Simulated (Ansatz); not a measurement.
# Pt in Ansatz: the effect of target pressure

The system is Pt.

```
Pt
1.0
     2.76067    0.00000    0.00000
    -1.38033    2.39081    0.00000
     0.00000    0.00000    4.79213
Pt
2
Direct
  0.33333 0.66667 0.25000
  0.66667 0.33333 0.75000
```

This isn't the form of Pt at room conditions, which is fcc.

Alike in all runs:

```yaml
Program: Ansatz 0.2.0
Task: relaxation of cell and atoms
Functional: PBEsol
Potentials_or_basis: all-electron LAPW, scalar-relativistic
Basis_error_allowed: 0.001 eV/atom
k_mesh: 11 × 11 × 6
Occupations: fermi-dirac, width 0.05 eV
Spin: no spin polarisation
```

Each run relaxes the cell or the atoms first.

```csv
target pressure,relaxed volume (Å³/atom)
0 GPa,?
5 GPa,14.88
10 GPa,14.65
20 GPa,14.24
30 GPa,13.90
```

Question: What does the run with target pressure 0 GPa give?

Answer: Relaxed volume 15.14 Å³/atom.

Worked out: In Murnaghan's law V^(-B') rises as a straight line in P. The other rows fit best with B' = 5.4, V0 = 15.14 Å³/atom and B0 = 276 GPa, which gives 15.14 Å³/atom at 0 GPa, against the run's 15.14.
